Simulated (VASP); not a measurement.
## SiC in VASP 6.6.1, relaxation

INCAR

```
NSW = 40
NELM = 70
ISIF = 3
NBANDS = 11
LCHARG = .FALSE.
PREC = Accurate
EDIFF = 1E-7
SIGMA = 0.02
EDIFFG = -5E-3
ISMEAR = -1
LREAL = .FALSE.
LASPH = .TRUE.
GGA = CA
ENCUT = 600
LWAVE = .FALSE.
IBRION = 2
```

KPOINTS

```
KPOINTS created by Atomic Simulation Environment
0
Gamma
4 4 4
0 0 0
```

POSCAR

```
Si C
 1.0000000000000000
     2.6443621003327489    0.0000000000000000   -0.0000000000000000
     0.0000000000000000    2.6443621003327489    0.0000000000000000
     0.0000000000000000    0.0000000000000000    2.6443621003327489
 Si  C
   1   1
Cartesian
  0.0000000000000000  0.0000000000000000  0.0000000000000000
  1.3221810501663744  1.3221810501663744  1.3221810501663744
```

The recommended LDA PAW datasets give the neutral cell 8 valence electrons.

Command

```
mpirun -np 1 vasp_std
```

OSZICAR

```
N       E                     dE             d eps       ncg     rms          rms(c)
DAV:   1     0.523168113302E+01    0.52317E+01   -0.46294E+03   228   0.719E+02
DAV:   2    -0.123654684047E+02   -0.17597E+02   -0.16739E+02   302   0.105E+02
DAV:   3    -0.129024916946E+02   -0.53702E+00   -0.53549E+00   271   0.146E+01
DAV:   4    -0.129038161279E+02   -0.13244E-02   -0.13244E-02   249   0.947E-01
DAV:   5    -0.129038191965E+02   -0.30686E-05   -0.30678E-05   270   0.427E-02    0.532E+00
DAV:   6    -0.123334162294E+02    0.57040E+00   -0.23464E+00   223   0.640E+00    0.239E+00
DAV:   7    -0.123279576504E+02    0.54586E-02   -0.71497E-02   247   0.173E+00    0.122E+00
DAV:   8    -0.123293194195E+02   -0.13618E-02   -0.36225E-02   232   0.787E-01    0.616E-01
DAV:   9    -0.123214725791E+02    0.78468E-02   -0.21777E-02   232   0.652E-01    0.128E-01
DAV:  10    -0.123212442921E+02    0.22829E-03   -0.10500E-03   235   0.199E-01    0.432E-02
...
DAV:   4    -0.123413413271E+02    0.33410E-05   -0.31487E-06   232   0.101E-02    0.396E-03
DAV:   5    -0.123413412808E+02    0.46310E-07   -0.38001E-08   110   0.136E-03
   4 F= -.12341341E+02 E0= -.12338748E+02  d E =-.201073E-01
       N       E                     dE             d eps       ncg     rms          rms(c)
DAV:   1    -0.123413509052E+02   -0.95781E-05   -0.28627E-04   220   0.114E-01    0.183E-02
DAV:   2    -0.123413471426E+02    0.37625E-05   -0.65478E-06   229   0.168E-02    0.906E-03
DAV:   3    -0.123413456906E+02    0.14521E-05   -0.10339E-06   220   0.618E-03    0.241E-03
DAV:   4    -0.123413455044E+02    0.18618E-06   -0.17323E-07   223   0.234E-03    0.109E-03
DAV:   5    -0.123413455015E+02    0.28978E-08   -0.21844E-09   110   0.325E-04
   5 F= -.12341346E+02 E0= -.12338811E+02  d E =-.201115E-01
```

From OUTCAR

```
k-points           NKPTS =     10   k-points in BZ     NKDIM =     10   number of bands    NBANDS=     11

   NELECT =       8.0000    total number of electrons

   dimension x,y,z NGX =    24 NGY =   24 NGZ =   24
   dimension x,y,z NGXF=    48 NGYF=   48 NGZF=   48

  energy-cutoff  :      600.00
  volume of cell :       17.46
      direct lattice vectors                 reciprocal lattice vectors
     2.594160060 -0.000000000 -0.000000000     0.385481226 -0.000000000 -0.000000000
     0.000000000  2.594160060 -0.000000000     0.000000000  0.385481226 -0.000000000
     0.000000000  0.000000000  2.594160060     0.000000000  0.000000000  0.385481226

 k-points in reciprocal lattice and weights: KPOINTS created by Atomic Simulation Env
   0.00000000  0.00000000  0.00000000       0.016
   0.25000000  0.00000000  0.00000000       0.094
   0.50000000  0.00000000  0.00000000       0.047
   0.25000000  0.25000000  0.00000000       0.188
   0.50000000  0.25000000  0.00000000       0.188
   0.50000000  0.50000000  0.00000000       0.047
   0.25000000  0.25000000  0.25000000       0.125
   0.50000000  0.25000000  0.25000000       0.188
   ...

 E-fermi :  12.5635

 k-point     1 :       0.0000    0.0000    0.0000
  band No.  band energies     occupation
      1      -6.0232      2.00000
      2      10.8730      2.00000
      3      10.8730      2.00000
      4      10.8730      2.00000
      5      14.2835      0.00000
      6      16.8198      0.00000
      7      16.8198      0.00000
      8      25.2640      0.00000
      9      25.2640      0.00000
     10      25.2640      0.00000
     11      32.4631      0.00000

 k-point     2 :       0.2500    0.0000    0.0000
  band No.  band energies     occupation
      1      -4.7807      2.00000
      2       4.9764      2.00000
      3      11.7252      2.00000
      4      11.7252      2.00000
      5      15.6999      0.00000
      6      18.0354      0.00000
      7      20.6310      0.00000
      8      22.5296      0.00000
      9      22.5296      0.00000
     10      26.4625      0.00000
     11      30.1860      0.00000

 k-point     3 :       0.5000    0.0000    0.0000
  band No.  band energies     occupation
      1      -1.6879      2.00000
      2      -0.3423      2.00000
      3      12.9819      0.00000
      4      12.9819      0.00000
      5      17.6213      0.00000
      6      18.8522      0.00000
      7      19.7268      0.00000
      8      19.7268      0.00000
      9      20.2647      0.00000
     10      25.2471      0.00000
     11      32.0794      0.00000

 k-point     4 :       0.2500    0.2500    0.0000
  band No.  band energies     occupation
      1      -3.5532      2.00000
      2       6.0410      2.00000
      3       6.1601      2.00000
      4      12.5434      1.46403
      5      15.6315      0.00000
      6      17.4756      0.00000
      7      21.4607      0.00000
      8      22.3512      0.00000
      9      24.6748      0.00000
     10      27.6800      0.00000
     11      28.3963      0.00000

 k-point     5 :       0.5000    0.2500    0.0000
  band No.  band energies     occupation
      1      -0.5567      2.00000
      2       0.9277      2.00000
      3       8.3495      2.00000
      4      11.5135      2.00000
      5      13.7040      0.00000
      6      19.7233      0.00000
      7      20.1654      0.00000
      8      20.8115      0.00000
      9      27.0555      0.00000
     10      27.3515      0.00000
     11      28.1213      0.00000

 ...

  Total        0.0074328      0.0074328      0.0074328     -0.0000000      0.0000000     -0.0000000
  in kB        0.6821429      0.6821429      0.6821429     -0.0000000      0.0000000     -0.0000000
  external PRESSURE =       0.6821429 kB  Pullay stress =       0.0000000 kB

 POSITION                                       TOTAL-FORCE (eV/Angst)
 -----------------------------------------------------------------------------------
      0.00000      0.00000      0.00000         0.000000     -0.000000      0.000000
      1.29708      1.29708      1.29708        -0.000000      0.000000     -0.000000
 -----------------------------------------------------------------------------------
    total drift:                                0.000000     -0.000000     -0.000000

  FREE ENERGIE OF THE ION-ELECTRON SYSTEM (eV)
  ---------------------------------------------------
  free  energy   TOTEN  =       -12.3413455015 eV

  energy  without entropy=      -12.3362770994  energy(sigma->0) =      -12.33881130
```

```json
{"ionic step": "1", "ΔE (meV/atom)": "0.0", "volume (Å³)": "18.49", "largest force (eV/Å)": "0.000", "pressure (GPa)": "-5.21", "electronic steps": "13"}
{"ionic step": "2", "ΔE (meV/atom)": "-9.3", "volume (Å³)": "17.70", "largest force (eV/Å)": "0.000", "pressure (GPa)": "-1.93", "electronic steps": "8"}
{"ionic step": "3", "ΔE (meV/atom)": "-10.0", "volume (Å³)": "17.40", "largest force (eV/Å)": "0.000", "pressure (GPa)": "0.67", "electronic steps": "6"}
{"ionic step": "4", "ΔE (meV/atom)": "-10.1", "volume (Å³)": "17.48", "largest force (eV/Å)": "0.000", "pressure (GPa)": "-0.13", "electronic steps": "5"}
{"ionic step": "5", "ΔE (meV/atom)": "-10.1", "volume (Å³)": "17.46", "largest force (eV/Å)": "0.000", "pressure (GPa)": "0.07", "electronic steps": "5"}
```

It converged. Results: relaxed cell vector lengths 2.594, 2.594, 2.594 Å; relaxed cell volume 17.46 Å³.

These settings aren't sound, so the numbers aren't properties of the crystal.

On sound settings the LDA relaxation ends at 17.67 Å³.

The run took about 2.9 s on one core of a shared host (Intel Xeon 6975P-C) and held 0.12 GiB at most.
